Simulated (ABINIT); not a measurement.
The system is TiB2.

```
Ti B
1.0
     3.02920    0.00000    0.00000
    -1.51460    2.62336    0.00000
     0.00000    0.00000    3.22840
Ti B
1 2
Direct
  0.00000 0.00000 0.00000
  0.66667 0.33333 0.50000
  0.33333 0.66667 0.50000
```

* Program: ABINIT 10.8.3 (patched build)
* Task: relaxation of cell and atoms
* Functional: RPBE
* Potentials or basis: JTH PAW PBE v2.0
* Cutoff: 408 eV
* k mesh: 10 × 10 × 8
* Occupations: fermi-dirac, width 0.05 eV
* Spin: no spin polarisation

At the start: pressure 5.4 GPa; volume 8.55 Å³/atom.

How do energy, volume and symmetry change on relaxing?

Over 5 steps the energy falls by 3.0 meV/atom and the volume is 8.74 Å³/atom (+2.2 %); space group P6/mmm (No. 191, to 0.05 Å).

Step by step:
```csv
step,energy change (eV),largest force (eV/Å),pressure (GPa),volume (Å³)
1,0.0000,0.0000,5.43,25.66
2,-0.0086,0.0000,1.14,26.08
3,-0.0091,0.0000,0.04,26.20
4,-0.0091,0.0000,-0.02,26.21
5,-0.0091,0.0000,-0.01,26.21
```

Final structure:
```cif
data_structure
_symmetry_space_group_name_H-M 'P 1'
_symmetry_Int_Tables_number 1
_cell_length_a 3.0501
_cell_length_b 3.0501
_cell_length_c 3.2534
_cell_angle_alpha 90.000
_cell_angle_beta 90.000
_cell_angle_gamma 120.000
_cell_volume 26.21
loop_
_atom_site_label
_atom_site_type_symbol
_atom_site_fract_x
_atom_site_fract_y
_atom_site_fract_z
_atom_site_occupancy
Ti1 Ti 0.00000 0.00000 0.00000 1
B1 B 0.66667 0.33333 0.50000 1
B2 B 0.33333 0.66667 0.50000 1
```

Caveat: the PAW data sets were made with another functional, which shifts forces and pressure a little; the atomic spheres overlap.
